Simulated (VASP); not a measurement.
The system is Au.

```
Au
1.0
     0.00000    2.03500    2.03500
     2.03500    0.00000    2.03500
     2.03500    2.03500    0.00000
Au
1
Direct
  0.00000 0.00000 0.00000
```

| Quantity | Value |
| --- | --- |
| Program | VASP 6.6.1 |
| Task | relaxation of cell and atoms |
| Functional | rev-vdW-DF2 |
| Potentials or basis | VASP PAW PBE potentials, release 64 (Au) |
| Cutoff | 600 eV |
| k mesh | 11 × 11 × 11 |
| Occupations | fermi-dirac, width 0.05 eV |
| Spin | no spin polarisation |

At the start: pressure 6.8 GPa; volume 16.85 Å³/atom.

How do energy, volume and symmetry change on relaxing?

Over 4 steps the energy falls by 13.6 meV/atom and the volume is 17.52 Å³/atom (+3.9 %); space group Fm-3m (No. 225, to 0.05 Å).

The path:
```csv
step,energy change (eV),largest force (eV/Å),pressure (GPa),volume (Å³)
1,0.0000,0.0000,6.84,16.85
2,0.0188,0.0000,-8.35,18.67
3,-0.0136,0.0000,-0.10,17.53
4,-0.0136,0.0000,0.01,17.52
```

Final structure:
```cif
data_structure
_symmetry_space_group_name_H-M 'P 1'
_symmetry_Int_Tables_number 1
_cell_length_a 2.9152
_cell_length_b 2.9152
_cell_length_c 2.9152
_cell_angle_alpha 60.000
_cell_angle_beta 60.000
_cell_angle_gamma 60.000
_cell_volume 17.52
loop_
_atom_site_label
_atom_site_type_symbol
_atom_site_fract_x
_atom_site_fract_y
_atom_site_fract_z
_atom_site_occupancy
Au1 Au 0.00000 0.00000 0.00000 1
```

Caveat: the PAW data sets were made with another functional, which shifts forces and pressure a little.
